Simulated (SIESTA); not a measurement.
# C under changes of volume

One of the cells (9.153 Å³/atom); the others are scaled copies at fixed shape and fractional positions:

```xyz
2
Lattice="2.1273 -1.2283 0.0000 2.1273 1.2283 0.0000 -1.3791 0.0000 3.5028" Properties=species:S:1:pos:R:3 pbc="T T T"
C    -0.6699    0.0000    3.5025
C     3.5455    0.0000    0.0003
```

This is a stacking variant of graphite.

| Item | Value |
| --- | --- |
| Program | SIESTA 5.4.2 |
| Functional | LDA |
| Potentials or basis | PseudoDojo 0.4 standard (LDA files) |
| Basis | DZP (energy shift 0.003 Ry) |
| Grid cutoff | 500 Ry |
| Energy shift | 0.003 Ry |
| k mesh | 13 × 13 × 8 |
| Occupations | fermi-dirac, width 0.05 eV |
| Spin | no spin polarisation |

| volume (Å³/atom) | energy over the lowest point (meV/atom) | pressure (GPa) | gap on the mesh (eV) | largest force (eV/Å) |
| --- | --- | --- | --- | --- |
| 8.604 | ? | ? | ? | ? |
| 8.787 | 29.91 | 17.9 | 0.93 | 0.011 |
| 8.970 | 13.13 | 11.5 | 0.92 | 0.010 |
| 9.153 | 3.37 | 5.7 | 0.91 | 0.008 |
| 9.336 | 0.00 | 0.3 | 0.91 | 0.006 |
| 9.519 | 2.48 | -4.6 | 0.90 | 0.005 |
| 9.702 | 10.29 | -9.0 | 0.89 | 0.004 |

Problem. What does the run at 8.604 Å³/atom give?

Solution. Energy over the lowest point 54.37 meV/atom; pressure 25.0 GPa; gap on the mesh 0.94 eV; largest force 0.012 eV/Å.

Worked out: A Birch-Murnaghan fit of order 3 (a polynomial in V^(-2/3)) to the other rows has its minimum at 9.35 Å³/atom with B0 = V·E''(V) = 260 GPa and B' = 3.6 at fixed shape and positions, which overstates the stiffness. It gives 54.38 meV/atom at 8.604 Å³/atom, against the run's 54.37, and -dE/dV = 25.0 GPa, against 25.0. A straight line through the other rows of the gap, of slope -0.375 eV per unit of ln V, extrapolates to 0.94 eV, against the run's 0.94.

Energies are extrapolated to zero smearing.

Caveats: an odd mesh through Γ misses points on the zone boundary, where band edges often lie; the basis of atomic orbitals isn't converged, which shifts pressures, moduli and gaps.
